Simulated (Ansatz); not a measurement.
A series in volume scale on C

All results are calculated (Ansatz 0.2.0). Plane-wave DFT, scalar-relativistic PAW made under PBE with cores redone for the functional, no dispersion; the given relaxed cell is scaled uniformly, energy at zero smearing counts from the unscaled cell, pressure at the given Fermi-Dirac smearing is positive in compression.

The cell before it is scaled or strained (space group Fm-3m, No. 225):
```
cell vectors (Å)
   0.0000     1.5412     1.5412
   1.5412     0.0000     1.5412
   1.5412     1.5412     0.0000
atoms (fractions of the cell vectors)
C   0.00000  0.00000  0.00000
```

Settings of every row: spin polarised no; functional PBE; wave cutoff 420 eV; smearing width 0.1 eV; k mesh 20x20x20.

Atom starting moment: 0 on all atoms.

Limits: the cell comes from a prototype or a list of computed structures and needn't be the stable phase.

```csv
row,volume scale,V (Å³/atom),pressure (GPa),energy change per atom (meV)
1,0.88,6.443,24.27,60.39
2,0.92,6.736,14.65,24.97
3,0.96,7.029,?,?
4,1.04,7.614,-5.68,5.64
5,1.08,7.907,-10.24,20.56
6,1.12,8.2,-13.93,43.06
```

Question: what pressure and energy change per atom should row 3 give?

Worked fit of pressure. Take u = (V_r/V)^(2/3) − 1 with V_r = 7.614 Å³ an atom, which is twice the finite (Eulerian) strain; such expansions in the strain, on which the Birch-Murnaghan equation of state is built, carry the rest volume and the bulk modulus. The shown rows have u = 0.11776, 0.08511, 0, -0.02486, -0.04823. Least squares give pressure = −5.659 + 195.887 × u + 496.54 × u² GPa; a straight line predicts inner rows, each left out in turn, worse (root mean square 1.4 against 0.056 GPa). The rows lie off it by -0.02, 0.04, -0.02, -0.02, 0.02. The pressure vanishes at u = 0.0270, or V = 7.315 Å³ an atom, and there the bulk modulus at fixed shape and fractions is B = −V dP/dV = (2/3)(1 + u) dP/du = 153 GPa. The withheld row has u = 0.05474, so the fit gives −5.659 + 195.887 × (0.05474) + 496.54 × (0.05474)² = 6.55 GPa.

The calculation gave 6.6 GPa. The fit lies 0.05 GPa (0.13 % of the column's range) below it; its largest miss of a shown row is 0.04 GPa.

Worked fit of energy change per atom. Take u = (V_r/V)^(2/3) − 1 with V_r = 7.614 Å³ an atom, which is twice the finite (Eulerian) strain; such expansions in the strain, on which the Birch-Murnaghan equation of state is built, carry the rest volume and the bulk modulus. The shown rows have u = 0.11776, 0.08511, 0, -0.02486, -0.04823. Least squares give energy change per atom = 5.808 − 411.096 × u + 7438.35 × u² meV; a straight line predicts inner rows, each left out in turn, worse (root mean square 21 against 0.38 meV). The rows lie off it by -0.16, 0.27, -0.17, -0.06, 0.12 (root mean square 0.17 meV). The withheld row has u = 0.05474, so the fit gives 5.808 − 411.096 × (0.05474) + 7438.35 × (0.05474)² = 5.59 meV.

The calculation gave 5.71 meV. The fit lies 0.12 meV (2.1 % of the value, 0.22 % of the column's range) below it; its largest miss of a shown row is 0.27 meV.
